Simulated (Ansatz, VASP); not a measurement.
Two plane-wave programs on Co

INCAR

```
  PREC = Accurate
  ENCUT = 520
  EDIFF = 1E-6
  ISMEAR = -1
  SIGMA = 0.05
  LREAL = False
  LASPH = True
  NELM = 150
  ALGO = Normal
  ISIF = 2
  LWAVE = False
  LCHARG = False
  ISPIN = 2
  MAGMOM = 1.558 1.558
  LORBIT = 11
  LMAXMIX = 4
  GGA = CA
  NBANDS = 20
```

Contents of KPOINTS:

```
regular mesh
0
Gamma
  7 7 4
```

Contents of POSCAR:

```
Co
1.0
    2.4273810165      0.0000000000      0.0000000000
   -1.2136905082      2.1021736250      0.0000000000
    0.0000000000      0.0000000000      3.9230481332
Co
2
Direct
    0.3333333333      0.6666666667      0.2500000000
    0.6666666667      0.3333333333      0.7500000000
```

Input for Ansatz:

```yaml
crystal:
  lattice:
    - [2.4273810165, 0.0, 0.0]
    - [-1.2136905082, 2.102173625, 0.0]
    - [0.0, 0.0, 3.9230481332]
  atoms:
    - { symbol: Co, position: [0.3333333333, 0.6666666667, 0.25], spin: 1.558 }
    - { symbol: Co, position: [0.6666666667, 0.3333333333, 0.75], spin: 1.558 }
hamiltonian:
  xc: lda
  pseudopotentials:
    kind: paw
    azcp:
      Co: "pseudopotentials/Co.paw.azcp"
basis:
  ecutwfc: 420
  fft_grid_basis: typed
kpoints:
  mp_grid: { grid: [7, 7, 4], shift: [0, 0, 0] }
magnetization:
  spin_polarized: true
scf:
  occupations: { method: fermi_dirac, width: 0.05 }
  lower_state_search: "off"
output:
  stress: true
```

Alike in both runs: task single point; functional LDA; k mesh 7 × 7 × 4; occupations fermi-dirac, width 0.05 eV; collinear spin.

```csv
,VASP,Ansatz
version,VASP 6.6.1,Ansatz 0.2.0
potentials or method,"VASP PAW LDA potentials, release 64 (Co)","plane waves (420 eV) with PAW, scalar-relativistic"
plane-wave cutoff (eV),520,420
valence electrons in the cell,18,34
```

```csv
,VASP,Ansatz,Ansatz less VASP
pressure (GPa),-1.7,-0.5,+1.20
largest component of the traceless stress (GPa),1.26,0.42,-0.847
net moment per atom (μB),1.45,1.47,+0.024
size of the moment on the site where the two differ most (μB),1.45,1.52,+0.076
```

Site moments also hang on the region over which each program counts them. The two sets of potentials don't hold the same shells in valence. Ansatz warned: «pseudo_functional_mismatch».

Caveats: the k mesh is coarse (spacing up to 0.43 Å⁻¹), so the values aren't converged.
